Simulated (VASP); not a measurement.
# Rh (Fm-3m) in VASP: notebook, part 2 of 2

VASP 6.6.1. The steps go on from the part before.

**3. Relaxation of cell and atoms, PBEsol**

INCAR reads:

```
PREC = Accurate
ENCUT = 480
EDIFF = 1E-7
ISMEAR = 0
SIGMA = 0.1
LREAL = F
LASPH = T
NELM = 80
ALGO = Normal
ISIF = 3
LWAVE = F
LCHARG = F
GGA = PS
IBRION = 2
NSW = 90
EDIFFG = -0.005
```

KPOINTS reads:

```
Automatic mesh
0
Gamma
  18 18 18
```

POSCAR reads:

```
Rh
1.0
    0.0000000000      1.9029860900      1.9029860900
    1.9029860900      0.0000000000      1.9029860900
    1.9029860900      1.9029860900      0.0000000000
Rh
1
Direct
    0.0000000000      0.0000000000      0.0000000000
```

Potentials or basis: VASP PAW PBE potentials, release 64 (Rh_pv).

On the command line:

```bash
> cat potpaw_PBE.64/Rh_pv/POTCAR > POTCAR
> mpirun -np 1 vasp_std > vasp.out
```

OUTCAR:

```text
PREC = Accurate
   ENCUT = 480
   EDIFF = 1E-7
   ISMEAR = 0
   LREAL = F
   LASPH = T
   NELM = 80
   ISIF = 3
   GGA = PS
   IBRION = 2
   NSW = 90
   EDIFFG = -0.005

 ion  position               nearest neighbor table
   1  0.000  0.000  0.000-

  LATTYP: Found a face centered cubic cell.
 ALAT       =     3.8059721800

  Lattice vectors:

 A1 = (   0.0000000000,   1.9029860900,   1.9029860900)
 A2 = (   1.9029860900,   0.0000000000,   1.9029860900)
 A3 = (   1.9029860900,   1.9029860900,   0.0000000000)

Analysis of symmetry for initial positions (statically):
=====================================================================
 Subroutine PRICEL returns:
 Original cell was already a primitive cell.

 Routine SETGRP: Setting up the symmetry group for a
 face centered cubic supercell.

 Subroutine GETGRP returns: Found 48 space group operations
 (whereof 48 operations were pure point group operations)
 out of a pool of 48 trial point group operations.

The static configuration has the point symmetry O_h .

Analysis of symmetry for dynamics (positions and initial velocities):
=====================================================================
 Subroutine PRICEL returns:
 Original cell was already a primitive cell.

 Routine SETGRP: Setting up the symmetry group for a
 face centered cubic supercell.

 Subroutine GETGRP returns: Found 48 space group operations
 (whereof 48 operations were pure point group operations)
 out of a pool of 48 trial point group operations.

The dynamic configuration has the point symmetry O_h .

 Subroutine INISYM returns: Found 48 space group operations
 (whereof 48 operations are pure point group operations),
 and found     1 'primitive' translations

----------------------------------------------------------------------------------------

                                     Primitive cell

  volume of cell :      13.7828

[... 121 lines left out ...]
  volume of cell :       13.78
 maximum number of plane-waves:       342
   NGX =  9   NGY =  9   NGZ =  9

--------------------------------------- Ionic step        1  -------------------------------------------

 number of electron      15.0000007 magnetization

 Free energy of the ion-electron system (eV)
  ---------------------------------------------------
  ext. energy  EPLUGINS =         0.00000000
  ---------------------------------------------------
  free energy    TOTEN  =        -8.13599430 eV

  energy without entropy =       -8.12916698  energy(sigma->0) =       -8.13258064

------------------------ aborting loop because EDIFF is reached ----------------------------------------

  FORCE on cell =-STRESS in cart. coord.  units (eV):
  Direction    XX          YY          ZZ          XY          YZ          ZX
  --------------------------------------------------------------------------------------
  -------------------------------------------------------------------------------------
  Total       -0.4976485     -0.4976485     -0.4976485      0.0000000      0.0000000     -0.0000000
  in kB      -57.8490739    -57.8490739    -57.8490739      0.0000000      0.0000000     -0.0000000
  external PRESSURE =     -57.8490739 kB  Pullay stress =       0.0000000 kB
[... 92 lines left out ...]
--------------------------------------- Ionic step        4  -------------------------------------------

 number of electron      15.0000006 magnetization

 Free energy of the ion-electron system (eV)
  ---------------------------------------------------
  ext. energy  EPLUGINS =         0.00000000
  ---------------------------------------------------
  free energy    TOTEN  =        -8.14116663 eV

  energy without entropy =       -8.13457775  energy(sigma->0) =       -8.13787219

 E-fermi :  12.0980     XC(G=0): -14.3359

 val. band max:       12.0913224703   @ k =   0.5000   0.2222   0.1111
 cond. band min:      12.1009249466   @ k =   0.5000   0.3889   0.0556
 fundamental gap:      0.0096024763
 Fermi energy:        12.0980432975

 k-point     1 :       0.0000    0.0000    0.0000
  band No.  band energies     occupation
      1     -34.2801      2.00000
      2     -34.2801      2.00000
      3     -34.2801      2.00000
      4       3.9015      2.00000
      5       8.9042      2.00000
      6       8.9042      2.00000
      7       8.9042      2.00000
      8      11.0771      2.00000
      9      11.0771      2.00000
     10      28.0103      0.00000
     11      32.3944      0.00000
[... 309 lines left out ...]
 k-point    24 :      -0.2222    0.0556    0.0000
  band No.  band energies     occupation
      1     -34.6591      2.00000
      2     -34.3572      2.00000
      3     -34.3230      2.00000
      4       5.7631      2.00000
      5       8.5437      2.00000
      6       9.3092      2.00000
      7       9.3640      2.00000
      8      10.8695      2.00000
      9      11.5748      2.00000
     10      27.6228      0.00000
     11      29.8127      0.00000

 [... further k-points ...]
[... 5 lines left out ...]
  --------------------------------------------------------------------------------------
  -------------------------------------------------------------------------------------
  Total        0.0004972      0.0004972      0.0004972      0.0000000      0.0000000      0.0000000
  in kB        0.0589972      0.0589972      0.0589972      0.0000000      0.0000000      0.0000000
  external PRESSURE =       0.0589972 kB  Pullay stress =       0.0000000 kB
[... 16 lines left out ...]
  FREE ENERGIE OF THE ION-ELECTRON SYSTEM (eV)
  ---------------------------------------------------
  free  energy   TOTEN  =        -8.1411666284 eV

  energy  without entropy=       -8.1345777496  energy(sigma->0) =       -8.13787219

 reached required accuracy - stopping structural energy minimisation
```

OSZICAR:

```text
N       E                     dE             d eps       ncg     rms          rms(c)
DAV:   1     0.107191042860E+03    0.10719E+03   -0.89683E+03  4306   0.137E+03
DAV:   2    -0.735511057199E+01   -0.11455E+03   -0.10979E+03  4413   0.372E+02
[... 31 lines left out ...]
   3 F= -.81411646E+01 E0= -.81378679E+01  d E =-.517030E-02
       N       E                     dE             d eps       ncg     rms          rms(c)
DAV:   1    -0.814121587408E+01   -0.51290E-04   -0.73912E-04  4515   0.454E-01    0.513E-02
DAV:   2    -0.814116588121E+01    0.49993E-04   -0.11839E-04  4449   0.166E-01    0.855E-03
DAV:   3    -0.814116584532E+01    0.35886E-07   -0.16259E-06  4782   0.176E-02    0.480E-03
DAV:   4    -0.814116666557E+01   -0.82026E-06   -0.37631E-07  4552   0.834E-03    0.370E-04
DAV:   5    -0.814116662839E+01    0.37182E-07   -0.85120E-09  2301   0.150E-03
   4 F= -.81411666E+01 E0= -.81378722E+01  d E =-.517232E-02
```

CONTCAR:

```text
Rh
   1.00000000000000
     0.0000000000000000    1.8899687685015858    1.8899687685015858
     1.8899687685015858    0.0000000000000000    1.8899687685015858
     1.8899687685015858    1.8899687685015858   -0.0000000000000000
  Rh
     1
Direct
     1.0000000000000000    0.0000000000000000    0.0000000000000000

  0.00000000E+00  0.00000000E+00  0.00000000E+00
```

Run time: 34 s. Hardware: 1 thread of AMD EPYC 9R45 (Zen 5), shared host; peak memory 0.12 GiB.

What came out:

```
Free energy                            : -8.1412 eV
Relaxed volume                         : 13.50 Å³/atom
Relaxed cell                           : a = 2.673 Å, b = 2.673 Å, c = 2.673 Å, α = 60.00°, β = 60.00°, γ = 60.00°
Space group after relaxing (to 0.05 Å) : Fm-3m (No. 225)
Energy gained by relaxing              : 5.2 meV/atom
Ionic steps                            : 4
Pressure after relaxing                : 0.0 GPa
Band gap on the k mesh                 : none (metal or under the smearing width)
```

The path:
```tsv
step	energy change (eV)	largest force (eV/Å)	pressure (GPa)	volume (Å³)
1	0.0000	0.0000	-5.78	13.78
2	0.0308	0.0000	17.66	12.81
3	-0.0052	0.0000	-0.11	13.51
4	-0.0052	0.0000	0.01	13.50
```

Final structure:
```xyz
1
Lattice="0.0000 1.8900 1.8900 1.8900 0.0000 1.8900 1.8900 1.8900 0.0000" Properties=species:S:1:pos:R:3 pbc="T T T"
Rh    0.0000    1.8900    1.8900
```

Levels at points of the mesh, in eV from the Fermi level:
| k point | band 4 | band 5 | band 6 | band 7 | band 8 | band 9 | band 10 | band 11 |
| --- | --- | --- | --- | --- | --- | --- | --- | --- |
| (0.00, 0.00, 0.00) | -8.20 | -3.19 | -3.19 | -3.19 | -1.02 | -1.02 | 15.91 | 20.30 |
| (0.50, 0.00, 0.00) | -6.33 | -3.27 | -3.27 | 0.59 | 0.59 | 0.62 | 8.77 | 15.42 |
| (0.50, 0.50, 0.00) | -6.53 | -6.15 | 0.57 | 1.01 | 1.01 | 3.19 | 12.45 | 13.33 |

Caveat: the PAW data sets were made with another functional, which shifts forces and pressure a little.

**4. Relaxation of cell and atoms, RPBE**

INCAR, as its differences from that of step 3:

```diff
@@ -1,3 +1,3 @@
 PREC = Accurate
-ENCUT = 480
+ENCUT = 600
 EDIFF = 1E-7
@@ -12,3 +12,3 @@
 LCHARG = F
-GGA = PS
+GGA = RP
 IBRION = 2
```

KPOINTS is that of step 3.

POSCAR is that of step 3.

On the command line:

```bash
> cat potpaw_PBE.64/Rh_pv/POTCAR > POTCAR
> mpirun -np 1 vasp_std > vasp.out
```

Run time: 57 s. Hardware: 1 thread of AMD EPYC 9R45 (Zen 5), shared host; peak memory 0.15 GiB.

It converged, with:

* Free energy: -6.6188 eV
* Relaxed volume: 14.31 Å³/atom
* Relaxed cell: a = 2.725 Å, b = 2.725 Å, c = 2.725 Å, α = 60.00°, β = 60.00°, γ = 60.00°
* Space group after relaxing (to 0.05 Å): Fm-3m (No. 225)
* Energy gained by relaxing: 15.3 meV/atom
* Ionic steps: 4
* Pressure after relaxing: 0.0 GPa
* Band gap on the k mesh: none (metal or under the smearing width)

The path:
```tsv
step	energy change (eV)	largest force (eV/Å)	pressure (GPa)	volume (Å³)
1	0.0000	0.0000	9.78	13.78
2	0.0504	0.0000	-15.72	15.53
3	-0.0153	0.0000	-0.25	14.32
4	-0.0153	0.0000	-0.01	14.31
```

Final structure:
```cif
data_structure
_symmetry_space_group_name_H-M 'P 1'
_symmetry_Int_Tables_number 1
_cell_length_a 2.7248
_cell_length_b 2.7248
_cell_length_c 2.7248
_cell_angle_alpha 60.000
_cell_angle_beta 60.000
_cell_angle_gamma 60.000
_cell_volume 14.31
loop_
_atom_site_label
_atom_site_type_symbol
_atom_site_fract_x
_atom_site_fract_y
_atom_site_fract_z
_atom_site_occupancy
Rh1 Rh 0.00000 0.00000 0.00000 1
```

Levels at points of the mesh, in eV from the Fermi level:
```csv
k point,band 4,band 5,band 6,band 7,band 8,band 9,band 10,band 11
"(0.00, 0.00, 0.00)",-7.63,-2.89,-2.89,-2.89,-0.94,-0.94,16.02,20.71
"(0.50, 0.00, 0.00)",-5.78,-2.96,-2.96,0.52,0.52,0.80,8.27,15.51
"(0.50, 0.50, 0.00)",-5.94,-5.59,0.49,0.91,0.91,3.25,11.80,13.13
```

Caveat: the PAW data sets were made with another functional, which shifts forces and pressure a little.

**5. Summary**

| level | potentials or basis | cutoff (eV) | gap on the mesh (eV) | pressure (GPa) | relaxed volume (Å³/atom) |
| --- | --- | --- | --- | --- | --- |
| PBEsol | VASP PAW PBE potentials, release 64 (Rh) | 580 | none | 0.0 | 13.45 |
| PBEsol | VASP PAW PBE potentials, release 64 (Rh_pv) | 480 | none | 0.0 | 13.50 |
| RPBE | VASP PAW PBE potentials, release 64 (Rh_pv) | 600 | none | 0.0 | 14.31 |

Alike in all rows: task relaxation of cell and atoms; no spin polarisation; cell relaxed; k mesh 18 × 18 × 18; smearing gaussian 0.1 eV.

Caveats: the PAW data sets were made with another functional, which shifts forces and pressure a little.

Total energies depend on the potentials used, so only differences within one code and one set of settings carry meaning.
